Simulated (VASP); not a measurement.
Here is a VASP 6.6.1 calculation.

The input INCAR:

```
ALGO = Normal
EDIFF = 1E-7
ENCUT = 520
GGA = PS
ISIF = 2
ISMEAR = 0
LASPH = T
LCHARG = T
LELF = T
LREAL = F
LVHAR = T
LWAVE = F
NBANDS = 27
NELM = 80
PREC = Accurate
SIGMA = 0.5
```

The input KPOINTS:

```
k-points
0
Gamma
  10 10 10
```

The input POSCAR:

```
HfSi2
1.0
    1.8261900000     -7.1790900000      0.0000000000
    1.8261900000      7.1790900000      0.0000000000
    0.0000000000      0.0000000000      3.6373100000
Hf Si
2 4
Direct
    0.8953300000      0.1046700000      0.2500000000
    0.1046700000      0.8953300000      0.7500000000
    0.2502000000      0.7498000000      0.2500000000
    0.7498000000      0.2502000000      0.7500000000
    0.4449600000      0.5550400000      0.7500000000
    0.5550400000      0.4449600000      0.2500000000
```

Potentials or basis: VASP PAW PBE potentials, release 64 (Hf_pv, Si).

The run is started by

```sh
$ cat potpaw_PBE.64/Hf_pv/POTCAR potpaw_PBE.64/Si/POTCAR > POTCAR
$ mpirun -np 1 vasp_std > vasp.out
```

Q: Estimate the largest force.

A: 0.008 eV/Å.

Q: Estimate the pressure.

A: 0.2 GPa.

Q: Estimate the band gap on the k mesh.

A: None (metal or under the smearing width).

Stress tensor (GPa, compression positive):
```
0.36 0.00 0.00
0.00 0.12 0.00
0.00 0.00 0.24
```

Caveat: the PAW data sets were made with another functional, which shifts forces and pressure a little. The run has no spin-orbit coupling, so splittings on Hf are missing.
